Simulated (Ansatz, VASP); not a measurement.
One calculation of BN, two programs

```
B N
1.0
     0.00000    1.72655    1.85690
     1.85690    0.00000    1.85690
     1.85690    1.72655    0.00000
B N
1 1
Direct
  0.00000 0.00000 0.00000
  0.75000 0.75000 0.75000
```

Alike in both runs: task single point; functional PBE; k mesh 12 × 12 × 12; occupations gaussian, width 0.05 eV; no spin polarisation.

|  | VASP | Ansatz |
| --- | --- | --- |
| version | VASP 6.6.1 | Ansatz 0.2.0 |
| potentials or method | VASP PAW PBE potentials, release 64 (B, N) | scalar-relativistic, plane waves, PAW |
| plane-wave cutoff (eV) | 520 | 520 |
| valence electrons in the cell | 8 | 8 |

Ansatz gave:

| Item | Value |
| --- | --- |
| gap on the k mesh at the Fermi level (eV) | 3.27 |
| least direct gap on the mesh (eV) | 8.07 |
| pressure (GPa) | -0.1 |
| largest component of the traceless stress (GPa) | 26.64 |

**Question.** Which values does VASP return?

**Answer.** gap on the k mesh at the Fermi level (eV): 3.25; least direct gap on the mesh (eV): 8.06; pressure (GPa): 0.1; largest component of the traceless stress (GPa): 26.65.

The functional is the same, so the differences come from potentials, cutoffs and numerics.

A k mesh can miss the band edges.
